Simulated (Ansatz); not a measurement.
# BeS (F-43m): a volume series of phonon spectra

Aim: how the vibrations of BeS shift with volume, and the expansion that follows.

Measurements to reproduce:
- heat capacity C_P per formula unit 34.2 J/mol/K and bulk modulus 105 GPa near room temperature (given in “High-Throughput Prediction of Finite-Temperature Properties using the Quasi-Harmonic Approximation”, 2016, arXiv:1603.06924)

Calculated with Ansatz 0.2.0; DFT LDA, scalar-relativistic, plane waves, PAW.

The database entry behind the starting cell differs from later determinations by our own check (0.1 to 0.3 % short, probably kX units), so it need not match the best structure at ambient conditions.

## (1) Starting point

It takes space group F-43m (No. 216, cubic). Conventional cell: a = 4.850 Å, b = 4.850 Å, c = 4.850 Å, α = 90.00°, β = 90.00°, γ = 90.00°. Nearest to Be lie 4 S at 2.10 Å. S has 4 Be at 2.10 Å nearest. Farther neighbours and most contacts between anions are not listed.

## (2) Probe on a coarse mesh

Before spending time, one coarse run tells the gap and the pressure of the starting cell.

input.yaml reads:

```yaml
crystal:
  lattice:
    - [0.0, 2.425, 2.425]
    - [2.425, 0.0, 2.425]
    - [2.425, 2.425, 0.0]
  atoms:
    - { symbol: Be, position: [0.0, 0.0, 0.0] }
    - { symbol: S, position: [0.25, 0.25, 0.25] }
kpoints:
  mp_grid: { grid: [6, 6, 6] }
hamiltonian:
  xc: lda
scf:
  occupations: { method: gaussian, width: 0.1 }
output:
  forces: true
  stress: true
  eigenvalues: true
```

On the command line:

```bash
> ansatz run input.yaml --threads 4 --pin off --max-ram 8192MiB --backend cpu --events-out ev --progress --plain --runs-dir out
```

Numbers of over 12 decimals in the logs are rounded to 6 here.

Output:

```text
Engine: ansatz 0.2.0, aarch64-unknown-linux-gnu
Pseudopotentials: kind: paw
Pseudopotential: Be, paw, valence charge 2, recommended cutoff 420 eV (normal), Be.paw.azcp
Pseudopotential: S, paw, valence charge 6, recommended cutoff 420 eV (normal), S.paw.azcp
Functional definition: SPW92
  exchange = slater_x
  correlation = pw_c
Crystal: 2 atoms, lattice volume = 28.521 Å³
Basis set: ecut = 420 eV, 537 PW (Γ)
Bands: 8, of which v1, the nominal top of the filled ones, is band 4 counted from 1 (3 counted from 0)
Symmetry: 24 space group operations
Space group: F-43m (ITA 216), of the structure as read, at distance tolerance 3.1e-5 Å
k-points: 16 of 216 (time reversal used)
Non-local potential: Be, projectors of the file, l = 0: 2, l = 1: 2, l = 2: 1
Non-local potential: S, projectors of the file, l = 0: 2, l = 1: 2, l = 2: 2
PAW form: soft (Blöchl's): semilocal exchange-correlation on the pseudo side does not see the compensation charge
PAW frozen core: Be, regenerated for the run's functional, and the local potential with it (the file was generated under x = pbe(κ = 0.804, μ = 0.219515), c = pbe(β = 0.066725))
PAW frozen core: S, regenerated for the run's functional, and the local potential with it (the file was generated under x = pbe(κ = 0.804, μ = 0.219515), c = pbe(β = 0.066725))
PAW one-centre angular grid: Be, 110 points (default); XC on 64 Gauss nodes
PAW one-centre angular grid: S, 110 points (default); XC on 64 Gauss nodes
Initial density: superposition of atomic densities (neutral atoms: chi_scale 0, normalization atom), corrected by the library's trained network
Initial wavefunctions: pseudopotential atomic-orbital guess
Functional: x = slater, c = lda
SCF iter   1: F=—  HF=-960.007333 eV  |F-HF|=—  |Δ(HF+E_count)|=         —  Δρ=4.47e-3  dr2=3.51e-3  ethr=1.77e-3  ⟨swp⟩=5.1  Hψ=1047  notcnv=0
preconditioner: auto → none  [insulator: Δε(μ)=2.871 eV  Ē_g=12.642 eV  σ=0.100 eV  W_gap=1.00  n_scr=0 (ndim 8)  ℏωp=19.7 eV  f_vac=0.000  D(μ)=0.00/eV (n_scr^D=0)  ε∞_Penn≈3.4]
SCF iter   2: F=—  HF=-960.006535 eV  |F-HF|=—  |Δ(HF+E_count)|=   7.97e-4  Δρ=2.14e-3  dr2=7.37e-4  ethr=4.39e-5  ⟨swp⟩=1.0  Hψ=256  notcnv=0
SCF iter   3: F=—  HF=-960.006377 eV  |F-HF|=—  |Δ(HF+E_count)|=   1.58e-4  Δρ=2.99e-4  dr2=3.30e-5  ethr=9.21e-6  ⟨swp⟩=1.1  Hψ=133  notcnv=0
SCF iter   4: F=—  HF=-960.006369 eV  |F-HF|=—  |Δ(HF+E_count)|=   8.42e-6  Δρ=5.04e-5  dr2=7.39e-7  ethr=4.13e-7  ⟨swp⟩=2.2  Hψ=181  notcnv=0
iter 5 did not close the SCF: its close was put off for the readings that it lacked (scf_convergence_deferred on its scf_iter line)
SCF iter   5: F=-960.006369 eV  HF=-960.006369 eV  |F-HF|=5.67e-8  |Δ(HF+E_count)|=   7.79e-8  Δρ=1.59e-5  dr2=8.91e-8  ethr=9.24e-9  ⟨swp⟩=2.6  Hψ=194  notcnv=0
SCF iter   6: F=-960.006369 eV  HF=-960.006369 eV  |F-HF|=4.39e-9  |Δ(HF+E_count)|=   2.53e-8  Δρ=4.00e-6  dr2=6.12e-9  ethr=1.11e-9  ⟨swp⟩=2.6  Hψ=455  notcnv=0
SCF 1 converged in 6 iterations: F = -960.006369 eV  dr2 = 6.12e-9
  greatest PAW one-centre occupation: 0.837 electrons in one spin orbital (limit 2), on the S atom at site 1 (counted from 0), in its partial waves of l = 0
SCF converged after 6 iterations
Free energy (F): -960.006369 eV
Harris-Foulkes:  -960.006369 eV  (|F-HF|=4.39e-9)
Internal energy: -960.006369 eV  (E = F + TS)
E sigma→0 (E₀):  -960.006369 eV
Fermi energy:    6.614925 eV
--- Per-component energies (eV) ---
  E_band       = 0.001281
  E_kinetic    = 128.637841
  E_local      = -116.953555  (includes V_loc(G=0)·N_el)
  E_nonlocal   = 33.929895
  E_hartree    = 35.332243
  E_xc         = -116.329262
  E_vxc        = -109.199067  (∫ρ·V_xc dr)
  E_paw        = -623.986626  (= ΣΔE_a)
  E_vpaw       = -7.078790  (= ΣTr[D̂ρ^β])
  E_aug_tail   = 0.000001  (compensation charges beyond the density's cutoff)
  E_ewald      = -300.820390
  E_core_change = 0.183485  (= ΣΔE_core)
  E_smearing   = -0.000000  (= −TS)
  E_closure    = -0.000000  (closes the sum)
  Σ components = -960.006369   (vs F -960.006369, Δ=0.00e0)
--- Forces (eV/Å), atoms counted from 1 ---
  atom   1  Be     0.00000000    -0.00000000     0.00000000
  atom   2  S      0.00000000    -0.00000000    -0.00000000
  max |Σ_I F_I| component: 4.12e-16 eV/Å
--- Stress (GPa, compression-positive) ---
       -3.161836       0.000000       0.000000
        0.000000      -3.161836       0.000000
       -0.000000       0.000000      -3.161836
  P = ⅓ Tr σ = -3.1618 GPa (-31.618 kbar)
--- Band table (eV; the first three rows and the last of 16) ---
  k-point 0: bands = ["-8.5027", "5.1667", "5.1667", "5.1667", "10.6828", "10.6828", "10.6828", "10.8232"]
  k-point 1: bands = ["-8.1903", "3.2507", "4.8350", "4.8350", "10.5729", "11.2486", "11.2486", "12.8577"]
  k-point 2: bands = ["-7.4081", "0.5612", "4.3266", "4.3266", "10.5278", "11.6695", "11.6695", "15.3213"]
  k-point 15: bands = ["-6.2877", "0.5509", "1.7096", "1.9171", "10.1260", "11.6791", "14.9908", "15.4771"]
```

It took 0.78 s on 4 threads of Arm Neoverse V2, shared host; peak memory 0.25 GiB; 1.1 s of CPU time.

A gap read on the k-mesh alone can miss the band edges.

Numbers from this step:

```yaml
pressure: -3.162 GPa
gap_on_the_k_mesh: 2.896 eV
volume_per_atom: 14.26 Å³
```

The start is under -3.2 GPa at this level and looks like an insulator or semiconductor on this mesh.

## (3) Finding the static equilibrium

The vibrations must be taken about the equilibrium of this functional, not about the starting cell, so the structure is relaxed.

input.yaml, the sections that differ from step 2:

```yaml
kpoints:
  mp_grid: { grid: [8, 8, 8] }
scf:
  occupations: { method: gaussian, width: 0.02 }
output:
  forces: true
  stress: true
  eigenvalues: true
  write_density: true
  write_potential: true
  elf: true
  volumetric_format: npy
relax:
  adjacent_minimum: "off"
  f_tol: 0.005
  max_steps: 80
  cell: { stress_tol: 0.05 }
# crystal, hamiltonian: as in step 2
```

Output:

```text
[...]
Crystal: 2 atoms, lattice volume = 28.521 Å³
Basis set: ecut = 420 eV, 537 PW (Γ)
Bands: 8, of which v1, the nominal top of the filled ones, is band 4 counted from 1 (3 counted from 0)
Symmetry: 24 space group operations
[...]
k-points: 29 of 512 (time reversal used)
[...]
SCF iter   1: F=—  HF=-960.010334 eV  |F-HF|=—  |Δ(HF+E_count)|=         —  Δρ=4.52e-3  dr2=3.64e-3  ethr=1.77e-3  ⟨swp⟩=5.6  Hψ=1935  notcnv=0
[...]
SCF iter   6: F=-960.009289 eV  HF=-960.009289 eV  |F-HF|=6.14e-9  |Δ(HF+E_count)|=   1.69e-8  Δρ=4.46e-6  dr2=8.17e-9  ethr=8.21e-10  ⟨swp⟩=5.6  Hψ=1171  notcnv=0
SCF 1 converged in 6 iterations: F = -960.009289 eV  dr2 = 8.17e-9
[...]
relax step   1: F+E_penalty+E_count = -960.00928947 eV  Δ(F+E_penalty+E_count) = +0.000e0 eV  max|allowed force component| = 1.284e-16 eV/Å  Δτ_max = 0.0000 Å  P = -3.201 GPa  Ω = 28.521 Å³  (6 SCF iters, dr2 threshold 1.00e-7 eV, accepted)
Crystal: 2 atoms, lattice volume = 27.976 Å³
[...]
iter 1 solved again at ethr=1.28e-5 eV; its pass at ethr=3.10e-3 eV (dr2=1.02e-3 eV) is discarded
[...]
SCF iter   4: F=-960.017209 eV  HF=-960.017209 eV  |F-HF|=7.71e-9  |Δ(HF+E_count)|=   3.31e-7  Δρ=2.85e-5  dr2=1.35e-7  ethr=2.50e-9  ⟨swp⟩=9.8  Hψ=1688  notcnv=0
SCF 2 converged in 4 iterations: F = -960.017209 eV  dr2 = 1.35e-7
relax step   2: F+E_penalty+E_count = -960.01720901 eV  Δ(F+E_penalty+E_count) = -7.920e-3 eV  max|allowed force component| = 2.891e-17 eV/Å  Δτ_max = 0.0000 Å  P = -1.398 GPa  Ω = 27.976 Å³  energy of the carried Pulay correction = +4.439e-5 eV  (4 SCF iters, dr2 threshold 2.00e-7 eV, accepted)
Crystal: 2 atoms, lattice volume = 27.567 Å³
[...]
SCF iter   4: F=-960.018961 eV  HF=-960.018961 eV  |F-HF|=6.71e-9  |Δ(HF+E_count)|=   1.52e-7  Δρ=2.17e-5  dr2=7.89e-8  ethr=2.50e-9  ⟨swp⟩=9.2  Hψ=1663  notcnv=0
SCF 3 converged in 4 iterations: F = -960.018961 eV  dr2 = 7.89e-8
[...]
relax step   3: F+E_penalty+E_count = -960.01896112 eV  Δ(F+E_penalty+E_count) = -1.752e-3 eV  max|allowed force component| = 3.585e-17 eV/Å  Δτ_max = 0.0000 Å  P = +0.068 GPa  Ω = 27.567 Å³  energy of the carried Pulay correction = +7.820e-5 eV  (4 SCF iters, dr2 threshold 2.00e-7 eV, accepted)
[...]
relax step   4: F+E_penalty+E_count = -960.01896339 eV  Δ(F+E_penalty+E_count) = -2.271e-6 eV  max|allowed force component| = 4.279e-17 eV/Å  Δτ_max = 0.0000 Å  P = -0.002 GPa  Ω = 27.586 Å³  energy of the carried Pulay correction = +7.665e-5 eV  (3 SCF iters, dr2 threshold 1.15e-8 eV, accepted)
[...]
SCF iter   1: F=—  HF=-960.018890 eV  |F-HF|=—  |Δ(HF+E_count)|=         —  Δρ=2.08e-5  dr2=1.49e-8  ethr=7.84e-7  ⟨swp⟩=2.3  Hψ=2557  notcnv=0
eigensolver tolerance schedule: the retry pair's looser diagonalisation over-reported the residual by 4218.35 of it (diagonalisation noise at an unbounded share of the residual, at the tolerance the schedule requests for it); recorded, not acted on — ethr = c·dr2/N_el stays at c = 1.0e-1
[...]
SCF iter   2: F=—  HF=-960.018890 eV  |F-HF|=—  |Δ(HF+E_count)|=   1.22e-8  Δρ=1.07e-5  dr2=3.31e-9  ethr=1.86e-10  ⟨swp⟩=2.3  Hψ=357  notcnv=0
[...]
SCF iter   4: F=-960.018890 eV  HF=-960.018890 eV  |F-HF|=7.73e-12  |Δ(HF+E_count)|=  1.18e-10  Δρ=1.95e-7  dr2=1.05e-11  ethr=1.00e-12  ⟨swp⟩=4.0  Hψ=1011  notcnv=0
SCF 5 converged in 4 iterations: F = -960.018890 eV  dr2 = 1.05e-11
relax step   5: F+E_penalty+E_count = -960.01888968 eV  Δ(F+E_penalty+E_count) = +7.371e-5 eV  max|allowed force component| = 5.089e-17 eV/Å  Δτ_max = 0.0000 Å  P = -0.003 GPa  Ω = 27.586 Å³  stress off target by 3.35e-3 GPa  SCF on the basis re-selected at this cell (its energy is not comparable with the rows above)  (4 SCF iters)
basis re-selected at this cell: Δ(F+E_penalty+E_count) = +7.371e-5 eV, ΔP = -0.002 GPa vs the last step (what re-selecting the basis moved, of the pressure what is left beyond the Pulay correction that the steps carried, after the strain that the cell walked since its last selection, with what the two solves' SCF thresholds leave and, on support functions, any second-order correction that the steps lacked; it is no m [...]
SCF converged after 4 iterations
Free energy (F): -960.018890 eV
[...]
Internal energy: -960.018890 eV  (E = F + TS)
E sigma→0 (E₀):  -960.018890 eV
Fermi energy:    6.966589 eV
[...]
--- Stress (GPa, compression-positive) ---
       -0.003346      -0.000000       0.000000
       -0.000000      -0.003346       0.000000
       -0.000000       0.000000      -0.003346
  P = ⅓ Tr σ = -0.0033 GPa (-0.033 kbar)
--- Band table (eV; the first three rows and the last of 29) ---
[...]
--- Relaxed structure (4 steps of the walk, 4 accepted, 1 SCFs on fresh bases) ---
  F+E_penalty+E_count = -960.01888968 eV   max|allowed force component| = 5.089e-17 eV/Å   (the final SCF, on the basis selected at the relaxed cell)
  cell:  # Å, volume = 27.5859 Å³
    - [0, 2.398201, 2.398201]
    - [2.398201, 0, 2.398201]
    - [2.398201, 2.398201, 0]
  atoms:
    - { symbol: Be, position: [0, 0, 0] }
    - { symbol: S, position: [0.25, 0.25, 0.25] }
```

Wall time 1.2 s (4 threads); peak memory 0.29 GiB; 3.7 s of CPU time.

Relaxation path:

| step | energy less that of the first step (eV) | largest force component (eV/Å) | pressure (GPa) | volume (Å³) |
| --- | --- | --- | --- | --- |
| 1 | 0.0000 | 0.0000 | -3.20 | 28.52 |
| 2 | -0.0079 | 0.0000 | -1.40 | 27.98 |
| 3 | -0.0097 | 0.0000 | 0.07 | 27.57 |
| 4 | -0.0097 | 0.0000 | 0.00 | 27.59 |
| 5* | -0.0096 | 0.0000 | 0.00 | 27.59 |

Relaxation steps marked * repeat the geometry before them on a plane-wave basis chosen anew for their cell, so energy and pressure can jump there.

The run keeps the 24 symmetry operations that it works with, so distortions that break them were not tested.

| conventional cell, symmetrised | before | after | change |
| --- | --- | --- | --- |
| a (Å) | 4.850 | 4.796 | -1.1 % |
| b (Å) | 4.850 | 4.796 | -1.1 % |
| c (Å) | 4.850 | 4.796 | -1.1 % |
| volume (Å³/atom) | 14.26 | 13.79 | -3.3 % |

The relaxed structure:

```
Be S
1.0
     0.00000    2.39820    2.39820
     2.39820    0.00000    2.39820
     2.39820    2.39820    0.00000
Be S
1 1
Direct
  0.00000 0.00000 0.00000
  0.25000 0.25000 0.25000
```

Numbers from this step:

```yaml
pressure: -0.003346 GPa
gap_on_the_k_mesh: 2.825 eV
volume_per_atom: 13.79 Å³
```

ELF in the ac plane of a cell with a along [110], b along [-110] and c along [001] of the cube at fractional y = 0.000, with atoms of Be and S within 0.2 Å of it. It is the smooth field of the valence electrons, not physical close to the nuclei.

Ten even steps from '_' (0.01) to '@' (0.92), each cell a mean:
```
__==%%@@%%%%@@%%==__..##@@@@%%@@@@##..
::##@@@@##%%@@@@##::==@@@@%%##%%@@@@==
--##@@%%::--%%@@##--++@@@@++..++@@@@++
::**%%**::::##%%++::--##%%==..==%%##--
__--##%%####%%##--__..++##########++..
__..==##%%%%##==..____--**%%%%%%**--__
____..==**++==..________::++**++::____
________....______________......______
..________________..__________________
::..____________..::::..__________..::
::::..________..::::::..________....::
......................................
____==++++++++==______::++++++++++::__
```
Columns run along a (6.8 Å), rows up along c (4.8 Å), edges of the conventional cell, whose origin can differ from the input's. Atoms in or near the plane, at fractional coordinates: Be at (0.50, 0.00), Be at (0.00, 0.00), S at (0.75, 0.75), S at (0.25, 0.75).

Electrostatic potential energy in the ac plane of a cell with a along [110], b along [-110] and c along [001] of the cube at fractional y = 0.000, with atoms of Be and S within 0.2 Å of it. With pseudopotentials it is smooth inside the atoms' cores, unlike the true potential.

Values in eV, 7 rows by 16 columns, each cell a mean:
```
-23  -8  -1 -11 -13  -4  -2 -18 -23  -8  -1 -11 -13  -4  -2 -18
  6   4 -17 -29 -26 -27   0   6   6   4 -17 -29 -26 -27   0   6
 10   8  -4 -20 -22 -12   5  10  10   8  -4 -20 -22 -12   5  10
 11  10   9   8   7   8  10  10  11  10   9   8   7   8  10  10
 10  10  10  10  10  10  10  10  10  10  10  10  10  10  10  10
  3   6   9  10  10   9   7   4   3   6   9  10  10   9   7   4
-29 -12   5   8   9   7  -3 -25 -29 -12   5   8   9   7  -3 -25
```
Columns run along a (6.8 Å; values clipped at the 3rd and 97th percentile), rows up along c (4.8 Å), edges of the conventional cell, whose origin can differ from the input's. Atoms in or near the plane, at fractional coordinates: Be at (0.50, 0.00), Be at (0.00, 0.00), S at (0.75, 0.75), S at (0.25, 0.75).

Valence density in the ac plane of a cell with a along [110], b along [-110] and c along [001] of the cube at fractional y = 0.000, with atoms of Be and S within 0.2 Å of it. It is the smooth field of the valence electrons, not physical close to the nuclei.

Ten even steps from '_' (0.0 e/Å³) to '@' (1.2 e/Å³), each cell a mean:
```
..::--==++++==--::__..::==++++++==::..
..--++%%@@@@%%++::..::==##@@@@@@##==::
..::**@@++++@@**::....==@@%%--%%%%==..
__::++%%====%%++..__..--####--####--..
__..--##%%%%**--..____::++%%%%%%++..__
____..--++++--..________::==++==::____
______........____________......______
______________________________________
______________________________________
..________________..__________________
....____________......______________..
....____________........__________....
__................____..............__
```
Columns run along a (6.8 Å), rows up along c (4.8 Å), edges of the conventional cell, whose origin can differ from the input's. Atoms in or near the plane, at fractional coordinates: Be at (0.50, 0.00), Be at (0.00, 0.00), S at (0.75, 0.75), S at (0.25, 0.75).

The relaxation ends with a pressure of 0.00 GPa.

## (4) Tight relaxation

The relaxation is repeated with tighter thresholds on force and stress, since phonons are sensitive to what is left; a change of mesh or smearing in the input moves the cell too.

input.yaml reads:

```yaml
crystal:
  lattice:
    - [0.0, 2.3982014383, 2.3982014383]
    - [2.3982014383, 0.0, 2.3982014383]
    - [2.3982014383, 2.3982014383, 0.0]
  atoms:
    - { symbol: Be, position: [0.0, 0.0, 0.0] }
    - { symbol: S, position: [0.25, 0.25, 0.25] }
kpoints:
  mp_grid: { grid: [8, 8, 8] }
hamiltonian:
  xc: lda
scf:
  occupations: { method: fixed }
output:
  forces: true
  stress: true
  eigenvalues: true
relax:
  adjacent_minimum: "off"
  f_tol: 0.001
  max_steps: 60
  cell: { stress_tol: 0.01 }
```

Output:

```text
[...]
Crystal: 2 atoms, lattice volume = 27.586 Å³
Basis set: ecut = 420 eV, 537 PW (Γ)
Bands: 8, of which v1, the nominal top of the filled ones, is band 4 counted from 1 (3 counted from 0)
Symmetry: 24 space group operations
[...]
k-points: 29 of 512 (time reversal used)
[...]
P = ⅓ Tr σ = -0.0033 GPa (-0.033 kbar)
--- Band table (eV; the first three rows and the last of 29) ---
[...]
--- Relaxed structure (1 steps of the walk, 1 accepted, 1 SCFs on fresh bases) ---
[...]
cell:  # Å, volume = 27.5859 Å³
    - [0.0, 2.3982014383, 2.3982014383]
    - [2.3982014383, 0.0, 2.3982014383]
    - [2.3982014383, 2.3982014383, 0.0]
  atoms:
    - { symbol: Be, position: [0.0, 0.0, 0.0] }
    - { symbol: S, position: [0.25, 0.25, 0.25] }
[key lines of the parts left out:]
SCF converged after 5 iterations
Free energy (F): -960.018890 eV
Fermi energy:    5.554331 eV
```

Run time: 0.55 s. Hardware: 4 threads; peak memory 0.28 GiB.

Little changed from the start: no atom moved by 0.005 Å and no cell edge by 0.1 %.

This step gave:

| Property | Result |
| --- | --- |
| pressure | -0.003343 GPa |

The residual pressure is -0.0033 GPa, small enough for phonons.

(Continued in part 2 of 4.)

[Logs are printed without paths, hosts, clocks, repeated set-up lines and the standing remarks that a program may print on its own settings, such as how far it seeks lower states.]

[Hosts, paths, dates, database ids (printed as entryN), source tags and the programs' standing remarks are cut or masked in the printed files.]

[A step with changed settings may run another functional than the one named; its input shows which.]

[Of the runs on displaced cells, only some may be shown.]
